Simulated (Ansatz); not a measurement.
Nudged elastic band run: W9C8

input.yaml

```yaml
crystal:
  lattice:
    - [5.70406, 0.0, 0.0]
    - [-2.85203, 4.939861, 0.0]
    - [0.0, 0.0, 17.20114]
  atoms:
    - { symbol: W, position: [0.0, 0.0, 0.0581357] }
    - { symbol: C, position: [0.33334886, 0.1667008, 0.1343895] }
    - { symbol: W, position: [0.0070808, 0.00353336, 0.22184279] }
    - { symbol: C, position: [0.33336233, 0.16671035, 0.29183896] }
    - { symbol: W, position: [0.0, 0.5, 0.0581357] }
    - { symbol: C, position: [0.33190485, 0.66595463, 0.13605074] }
    - { symbol: W, position: [1.92e-06, 0.49998343, 0.22436436] }
    - { symbol: C, position: [0.33107023, 0.66555681, 0.30011745] }
    - { symbol: W, position: [0.5, 0.0, 0.0581357] }
    - { symbol: C, position: [0.83407024, 0.16813983, 0.13605507] }
    - { symbol: W, position: [0.49647018, 0.00355246, 0.22184124] }
    - { symbol: C, position: [0.83448494, 0.16898026, 0.3001216] }
    - { symbol: W, position: [0.5, 0.5, 0.0581357] }
    - { symbol: C, position: [0.83404419, 0.66595941, 0.13605046] }
    - { symbol: W, position: [0.49648972, 0.49297082, 0.22184567] }
    - { symbol: C, position: [0.83451884, 0.66557285, 0.30012257] }
    - { symbol: W, position: [0.66668536, -0.16663427, 0.35429034] }
basis:
  ecutwfc: 420.0
kpoints:
  mp_grid: { grid: [3, 3, 1] }
hamiltonian:
  xc: pbesol
  pseudopotentials: { kind: paw, azcp: { folder: soft_1 } }
scf:
  occupations: { method: gaussian, width: 0.05 }
  lower_state_search: "off"
neb:
  images: 3
  f_tol: 0.05
  initial_path: linear
  max_iterations: 80
  optimiser: lbfgs
  constraints: [{ sites: [0, 4, 8, 12] }]
  final_atoms:
    - { symbol: W, position: [0.0, 0.0, 0.0581357] }
    - { symbol: C, position: [0.33404418, 0.1659594, 0.13605046] }
    - { symbol: W, position: [-0.00351029, -0.00702919, 0.22184567] }
    - { symbol: C, position: [0.33451883, 0.16557284, 0.30012257] }
    - { symbol: W, position: [0.0, 0.5, 0.0581357] }
    - { symbol: C, position: [0.33407023, 0.66813982, 0.13605507] }
    - { symbol: W, position: [-0.00352983, 0.50355245, 0.22184124] }
    - { symbol: C, position: [0.33448493, 0.66898025, 0.3001216] }
    - { symbol: W, position: [0.5, 0.0, 0.0581357] }
    - { symbol: C, position: [0.83190484, 0.16595462, 0.13605074] }
    - { symbol: W, position: [0.50000191, -1.658e-05, 0.22436436] }
    - { symbol: C, position: [0.83107022, 0.1655568, 0.30011745] }
    - { symbol: W, position: [0.5, 0.5, 0.0581357] }
    - { symbol: C, position: [0.83334885, 0.66670079, 0.1343895] }
    - { symbol: W, position: [0.50708079, 0.50353335, 0.22184279] }
    - { symbol: C, position: [0.83336232, 0.66671034, 0.29183896] }
    - { symbol: W, position: [1.16668535, 0.33336572, 0.35429034] }
  order_check: true
```

Command:

```bash
$ ansatz run input.yaml --threads 4 --pin off --max-ram 10240MiB --backend cpu --events-out ev --progress --plain --runs-dir out
```

Output, in part (warnings, iteration lines):

```
NEB end point (image 0): max|allowed force component| = 1.073e-2 eV/Å (the criterion of neb.relax_end_points is 1.000e-2)
NEB end point (image 4): max|allowed force component| = 1.074e-2 eV/Å (the criterion of neb.relax_end_points is 1.000e-2)
NEB iter   1: max|band force component| = 6.237e1 eV/Å  barrier→ = 19.5962 eV  barrier← = 19.5962 eV  Δτ_max = 0.2000 Å  (89 SCF iters)
NEB iter   2: max|band force component| = 1.090e1 eV/Å  barrier→ = 5.8870 eV  barrier← = 5.8870 eV  Δτ_max = 0.0557 Å  (38 SCF iters)
NEB iter   3: max|band force component| = 5.980e0 eV/Å  barrier→ = 5.2639 eV  barrier← = 5.2639 eV  Δτ_max = 0.0713 Å  (35 SCF iters)
NEB iter   4: max|band force component| = 4.424e0 eV/Å  barrier→ = 4.5303 eV  barrier← = 4.5303 eV  Δτ_max = 0.1207 Å  (38 SCF iters)
NEB iter   5: max|band force component| = 3.216e0 eV/Å  barrier→ = 3.5652 eV  barrier← = 3.5652 eV  Δτ_max = 0.2000 Å  (41 SCF iters)
NEB iter   6: max|band force component| = 2.222e0 eV/Å  barrier→ = 2.7226 eV  barrier← = 2.7226 eV  Δτ_max = 0.0890 Å  (42 SCF iters)
NEB iter   7: max|band force component| = 1.604e0 eV/Å  barrier→ = 2.5880 eV  barrier← = 2.5880 eV  Δτ_max = 0.0945 Å  (41 SCF iters)
NEB iter   8: max|band force component| = 8.440e-1 eV/Å  barrier→ = 2.5598 eV  barrier← = 2.5598 eV  Δτ_max = 0.0232 Å  (43 SCF iters)
[... lines left out ...]
NEB iter  80: max|band force component| = 2.596e0 eV/Å  barrier→ = 3.7221 eV  barrier← = 3.7221 eV  CI = image 1  Δτ_max = 0.1803 Å  (38 SCF iters)
Error: NEB band did not converge after 80 iterations, 1 of which met `neb.f_tol` and sent the band, or an image, back on the path (`neb.climbing`): max|band force component| = 2.60e0 eV/Å (threshold 5.0e-2); raise `neb.max_iterations` in a new run, which can start from the last band evaluated …
```

It did not converge within its limit. The band force fell under the threshold earlier too, but the program's further tests of the path sent the band on. The band didn't meet its force threshold, so its energies are provisional: the largest band force was still 2.60 eV/Å, and over the last iterations the top moved between 3.35 and 3.72 eV. Limits of this set-up: coarse k mesh, thin slab, slab without dipole correction, PAW files made for another functional, a typed lattice constant that wasn't relaxed here.

Final band (atoms are numbered from 1 in the order of the input):

```
image  path coordinate (Å)  energy (eV)  W11–W17 (Å)  C16–W17 (Å)  C4–W17 (Å)
    0                 0.00         0.00         2.83         1.90        3.46
    1                 1.50         3.72         3.47         1.85        2.09
    2                 2.66         2.20         3.69         1.94        1.93
    3                 3.76         1.71         3.85         2.85        1.85
    4                 4.43         0.00         3.98         3.46        1.90
```

Run time: 48 min on 4 threads of Arm Neoverse V1, on a shared host, peak memory 2.2 GiB.
